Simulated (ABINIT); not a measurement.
# Al (Im-3m) in ABINIT: phonon dispersion with LDA

Aim: the phonon dispersion of Al with LDA.

All numbers are computed with ABINIT 10.8.3 (patched build); they aren't measurements. Logs are shortened: lines on timing, memory, paths and dates and some standing lists are left out, and cuts for length are marked. The log counts tension as positive stress, the text compression.

## 1. The crystal as given

The structure is cubic, space group Im-3m (No. 229). The conventional cell has a = 3.182 Å, b = 3.182 Å, c = 3.182 Å, α = 90.00°, β = 90.00°, γ = 90.00°. Around Al (site symmetry m-3m) lie 8 Al at 2.76 Å.

This isn't the form of Al at room conditions, which is fcc.

## 2. Phonon dispersion, LDA

run.abi reads:

```
# Datasets
ndtset 4

# Pseudopotentials
pp_dirpath "./"
pseudos "Al.upf"

# Structure
acell 2.756071617 2.756071617 2.756071617 Angstrom
rprim
    -0.5773502692     0.5773502692     0.5773502692
     0.5773502692    -0.5773502692     0.5773502692
     0.5773502692     0.5773502692    -0.5773502692
ntypat 1
znucl 13
natom 1
typat 1
xred
            0.0            0.0            0.0

# Plane-wave basis
ecut 435.382180 eV

# k points
ngkpt 12 12 12
nshiftk 1
shiftk 0.0 0.0 0.0

# Exchange and correlation
ixc 7

# Bands and occupations
nband 10
occopt 7
tsmear 0.00367493

# SCF cycle
nstep 80

# Output
prteig 0
prtebands 0
prtwf 0
prtden 0
prtpot 0

# Dataset 1: ground state
kptopt1 1
tolvrs1 1.0e-15
prtwf1 1
tolwfr1 1.0e-14
nbdbuf1 4
nline1 6

# Dataset 2: response at q = 0 to atomic displacements
rfphon2 1
rfatpol2 1 1
rfdir2 1 1 1
getwfk2 1
kptopt2 2
nqpt2 1
qpt2 0.0 0.0 0.0
tolvrs2 1.0e-10

# Dataset 3: atomic displacements at q = 0.5 0.0 0.0
rfphon3 1
rfatpol3 1 1
rfdir3 1 1 1
getwfk3 1
kptopt3 3
nqpt3 1
qpt3 1/2 0.0 0.0
tolvrs3 1.0e-10

# Dataset 4: atomic displacements at q = 0.5 0.5 0.5
rfphon4 1
rfatpol4 1 1
rfdir4 1 1 1
getwfk4 1
kptopt4 3
nqpt4 1
qpt4 1/2 1/2 1/2
tolvrs4 1.0e-10
```

mrgddb.in reads:

```
merged_DDB
Al
4
runo_DS1_DDB
runo_DS2_DDB
runo_DS3_DDB
runo_DS4_DDB
```

anaddb.abi reads:

```
ddb_filepath "merged_DDB"
output_file "anaddb.abo"
outdata_prefix "ana"
asr 2
chneut 0
dipdip 0
dieflag 0
enunit 0
ifcflag 1
brav 1
ngqpt 2 2 2
nqshft 1
q1shft 0.0 0.0 0.0
nqpath 6
ndivsm 6
qpath
     0.0000000000     0.0000000000     0.0000000000
     0.5000000000    -0.5000000000     0.5000000000
     0.0000000000     0.0000000000     0.5000000000
     0.0000000000     0.0000000000     0.0000000000
     0.2500000000     0.2500000000     0.2500000000
     0.5000000000    -0.5000000000     0.5000000000
prtdos 2
ng2qpt 20 20 20
dosdeltae 2.0e-5
```

Potentials or basis: PseudoDojo NC SR LDA v0.4.1 standard.

Launch:

```bash
> mpirun --bind-to none -np 4 abinit run.abi > log 2>&1
> mrgddb < mrgddb.in > mrgddb.log 2>&1
> anaddb anaddb.abi > anaddb.log 2>&1
```

run.abo:

```text
.Version 10.8.3 of ABINIT
 DATASET    1 : space group Im -3 m (#229); Bravais cI (body-center cubic)
================================================================================
 Values of the parameters that define the memory need for DATASET  1.
     intxc =       0    ionmov =       0      iscf =       7    lmnmax =       6
     lnmax =       6     mgfft =      20  mpssoang =       3    mqgrid =    3001
     natom =       1  nloc_mem =       1    nspden =       1   nspinor =       1
    nsppol =       1      nsym =      48    n1xccc =    2501    ntypat =       1
    occopt =       7   xclevel =       1
       mpw =         342          nfft =        8000          nkpt =          72
================================================================================
================================================================================

 DATASET    2 : space group Im -3 m (#229); Bravais cI (body-center cubic)
================================================================================
 Values of the parameters that define the memory need for DATASET  2 (RF).
     intxc =       0      iscf =       7    lmnmax =       6     lnmax =       6
     mgfft =      20  mpssoang =       3    mqgrid =    3001     natom =       1
  nloc_mem =       1    nspden =       1   nspinor =       1    nsppol =       1
      nsym =      48    n1xccc =    2501    ntypat =       1    occopt =       7
   xclevel =       1
      nfft =        8000          nkpt =         868
================================================================================
================================================================================
[... 13 lines left out ...]
 DATASET    4 : space group Im -3 m (#229); Bravais cI (body-center cubic)
================================================================================
 Values of the parameters that define the memory need for DATASET  4 (RF).
     intxc =       0      iscf =       7    lmnmax =       6     lnmax =       6
     mgfft =      20  mpssoang =       3    mqgrid =    3001     natom =       1
  nloc_mem =       1    nspden =       1   nspinor =       1    nsppol =       1
      nsym =      48    n1xccc =    2501    ntypat =       1    occopt =       7
   xclevel =       1
      nfft =        8000          nkpt =        1728
================================================================================
================================================================================

--------------------------------------------------------------------------------
------------- Echo of variables that govern the present computation ------------
--------------------------------------------------------------------------------
 -outvars: echo values of preprocessed input variables --------
            acell      5.2082205395E+00  5.2082205395E+00  5.2082205395E+00 Bohr
              amu      2.69815390E+01
             ecut      1.60000000E+01 Hartree
           getwfk1          0
           getwfk2          1
           getwfk3          1
           getwfk4          1
                       outvar_i_n : Printing only first  50 k-points.
              ixc           7
           jdtset        1    2    3    4
                       outvar_i_n : Printing only first  50 k-points.
           kptopt1          1
           kptopt2          2
           kptopt3          3
           kptopt4          3
         kptrlatt       12    0    0      0   12    0      0    0   12
          kptrlen      6.24986465E+01
            natom           1
            nband1         10
            nband2         10
            nband3         10
            nband4         10
           nbdbuf1          4
           nbdbuf2          2
           nbdbuf3          2
           nbdbuf4          2
           ndtset           4
            ngfft          20      20      20
             nkpt1         72
             nkpt2        868
             nkpt3       1728
             nkpt4       1728
            nline1          6
            nline2          4
            nline3          4
            nline4          4
             nqpt1          0
             nqpt2          1
             nqpt3          1
             nqpt4          1
            nstep          80
             nsym          48
           ntypat           1
                       prtocc : prtvol=0, do not print more k-points.
                       prtocc : prtvol=0, do not print more k-points.
                       prtocc : prtvol=0, do not print more k-points.
                       prtocc : prtvol=0, do not print more k-points.
           occopt           7
        optdriver1          0
[... 109 lines left out ...]
- [  3.0069675,   3.0069675,  -3.0069675, ]
lattice_lengths: [   5.20822,    5.20822,    5.20822, ]
lattice_angles: [109.471, 109.471, 109.471, ] # degrees, (23, 13, 12)
lattice_volume:   1.0875424E+02
convergence: {deltae:  7.105E-15, res2:  6.309E-16, residm:  9.999E-15, diffor: null, }
etotal    :  -2.35919407E+00
entropy   :   0.00000000E+00
fermie    :   2.86031614E-01
cartesian_stress_tensor: # hartree/bohr^3
- [ -1.85255442E-06,   0.00000000E+00,   0.00000000E+00, ]
- [  0.00000000E+00,  -1.85255442E-06,   0.00000000E+00, ]
- [  0.00000000E+00,   0.00000000E+00,  -1.85255442E-06, ]
pressure_GPa:   5.4504E-02
xred      :
- [  0.0000E+00,   0.0000E+00,   0.0000E+00, Al]
cartesian_forces: # hartree/bohr
- [ -0.00000000E+00,  -0.00000000E+00,  -0.00000000E+00, ]
force_length_stats: {min:   0.00000000E+00, max:   0.00000000E+00, mean:   0.00000000E+00, }
...

 Integrated electronic density in atomic spheres:
 ------------------------------------------------
 Atom  Sphere_radius  Integrated_density
    1        2.00000          0.91228610
================================================================================

 ----iterations are completed or convergence reached----

 Mean square residual over all n,k,spin=   10.528E-16; max=  99.992E-16
 reduced coordinates (array xred) for    1 atoms
       0.000000000000      0.000000000000      0.000000000000
 rms dE/dt=  0.0000E+00; max dE/dt=  0.0000E+00; dE/dt below (all hartree)
    1       0.000000000000      0.000000000000      0.000000000000

 cartesian coordinates (angstrom) at end:
    1      0.00000000000000     0.00000000000000     0.00000000000000

 cartesian forces (hartree/bohr) at end:
    1     -0.00000000000000    -0.00000000000000    -0.00000000000000
 frms,max,avg= 0.0000000E+00 0.0000000E+00   0.000E+00  0.000E+00  0.000E+00 h/b

 cartesian forces (eV/Angstrom) at end:
    1     -0.00000000000000    -0.00000000000000    -0.00000000000000
 frms,max,avg= 0.0000000E+00 0.0000000E+00   0.000E+00  0.000E+00  0.000E+00 e/A
 length scales=  5.208220539518  5.208220539518  5.208220539518 bohr
              =  2.756071617000  2.756071617000  2.756071617000 angstroms
 Fermi (or HOMO) energy (hartree) =   0.28603   Average Vxc (hartree)=  -0.36845
 Eigenvalues (hartree) for nkpt=  72  k points:
 kpt#   1, nband= 10, wtk=  0.00058, kpt=  0.0000  0.0000  0.0000 (reduced coord)
  -0.12681    0.77740    0.77740    0.77740    0.82952    0.82952    0.82952    0.89226
   0.89226    0.98084
      occupation numbers for kpt#   1
   2.00000    0.00000    0.00000    0.00000    0.00000    0.00000    0.00000    0.00000
   0.00000    0.00000
 prteigrs : prtvol=0 or 1, do not print more k-points.

--- !EnergyTerms
iteration_state     : {dtset: 1, }
comment             : Components of total free energy in Hartree
kinetic             :  8.70913364483805E-01
hartree             :  2.28745299101015E-03
xc                  : -1.11782167089241E+00
Ewald energy        : -2.72310065812879E+00
psp_core            :  1.58446627538749E-02
local_psp           :  1.61237786425254E-01
non_local_psp       :  4.31533005388355E-01
internal            : -2.35910605697890E+00
'-kT*entropy'       : -8.80168912933872E-05
total_energy        : -2.35919407387019E+00
total_energy_eV     : -6.41969411733112E+01
band_energy         :  3.71181177751915E-01
...

 Cartesian components of stress tensor (hartree/bohr^3)
  sigma(1 1)= -1.85255442E-06  sigma(3 2)=  0.00000000E+00
  sigma(2 2)= -1.85255442E-06  sigma(3 1)=  0.00000000E+00
  sigma(3 3)= -1.85255442E-06  sigma(2 1)=  0.00000000E+00

-Cartesian components of stress tensor (GPa)         [Pressure=  5.4504E-02 GPa]
- sigma(1 1)= -5.45040329E-02  sigma(3 2)=  0.00000000E+00
- sigma(2 2)= -5.45040329E-02  sigma(3 1)=  0.00000000E+00
- sigma(3 3)= -5.45040329E-02  sigma(2 1)=  0.00000000E+00

================================================================================
== DATASET  2 ==================================================================
[... 183 lines left out ...]
--------------------------------------------------------------------------------
 Perturbation wavevector (in red.coord.)   0.500000  0.000000  0.000000
 Perturbation : displacement of atom   1   along direction   2
 The set of symmetries contains only one element for this perturbation.
 symkpt : not enough symmetry to change the number of k points.

--------------------------------------------------------------------------------

--------------------------------------------------------------------------------

 dfpt_looppert : total number of electrons, from k and k+q
  fully or partially occupied states are    3.000000E+00 and    3.000000E+00.
 Initialisation of the first-order wave-functions :
  ireadwf=   0
[... 153 lines left out ...]
  Phonon wavevector (reduced coordinates) :  0.50000  0.50000  0.50000
 Phonon energies in Hartree :
   1.310256E-03  1.310256E-03  1.310256E-03
 Phonon frequencies in cm-1    :
   2.875679E+02  2.875679E+02  2.875679E+02

== END DATASET(S) ==============================================================
================================================================================

 -outvars: echo values of variables after computation  --------
            acell      5.2082205395E+00  5.2082205395E+00  5.2082205395E+00 Bohr
           etotal1    -2.3591940739E+00
           etotal2    -8.0867014995E-07
           etotal3     1.2294070339E-01
           etotal4     2.2904342535E+00
            fcart1    -0.0000000000E+00 -0.0000000000E+00 -0.0000000000E+00
            fcart2     0.0000000000E+00  0.0000000000E+00  0.0000000000E+00
            fcart3     0.0000000000E+00  0.0000000000E+00  0.0000000000E+00
            fcart4     0.0000000000E+00  0.0000000000E+00  0.0000000000E+00
            rprim     -5.7735026920E-01  5.7735026920E-01  5.7735026920E-01
                       5.7735026920E-01 -5.7735026920E-01  5.7735026920E-01
                       5.7735026920E-01  5.7735026920E-01 -5.7735026920E-01
           strten1    -1.8525544237E-06 -1.8525544237E-06 -1.8525544237E-06
                       0.0000000000E+00  0.0000000000E+00  0.0000000000E+00
           strten2     0.0000000000E+00  0.0000000000E+00  0.0000000000E+00
                       0.0000000000E+00  0.0000000000E+00  0.0000000000E+00
           strten3     0.0000000000E+00  0.0000000000E+00  0.0000000000E+00
                       0.0000000000E+00  0.0000000000E+00  0.0000000000E+00
           strten4     0.0000000000E+00  0.0000000000E+00  0.0000000000E+00
                       0.0000000000E+00  0.0000000000E+00  0.0000000000E+00
 Calculation completed.
```

Run time: 55 s. Hardware: 4 MPI ranks of AMD EPYC 7R43 (Zen 3), shared host; peak memory 0.56 GiB.

What came out:

```yaml
Free_energy: -64.1969 eV
Pressure: 0.1 GPa
Band_gap_on_the_k_mesh: none (metal or under the smearing width)
Highest_phonon_frequency: 320 cm⁻¹
Most_unstable_mode: 121i cm⁻¹
```

Phonon frequencies in cm⁻¹ (negative: imaginary):
```
              q point   frequencies
(0.000, 0.000, 0.000)         0 0 0
(0.500, 0.000, 0.000)  -121 207 320
(0.500, 0.500, 0.500)   288 288 288
```

Phonon frequencies at the corners of the path (cm⁻¹, interpolated; i marks imaginary ones):
```csv
point,frequencies
Γ,0 0 0
H,288 288 288
N,121i 207 320
P,211 211 211
```

Phonon states per cell in windows of 20 cm⁻¹ (negative: imaginary):
```
from (cm⁻¹)  total
       -140   0.00
       -120   0.03
       -100   0.07
        -80   0.06
        -60   0.06
        -40   0.05
        -20   0.06
          0   0.06
         20   0.05
         40   0.08
         60   0.09
         80   0.11
        100   0.09
        120   0.12
        140   0.11
        160   0.16
        180   0.22
        200   0.27
        220   0.24
        240   0.18
        260   0.27
        280   0.42
        300   0.19
```

Caveat: some modes are imaginary; the q mesh is small, so phonon branches between its points and thermal values are rough.
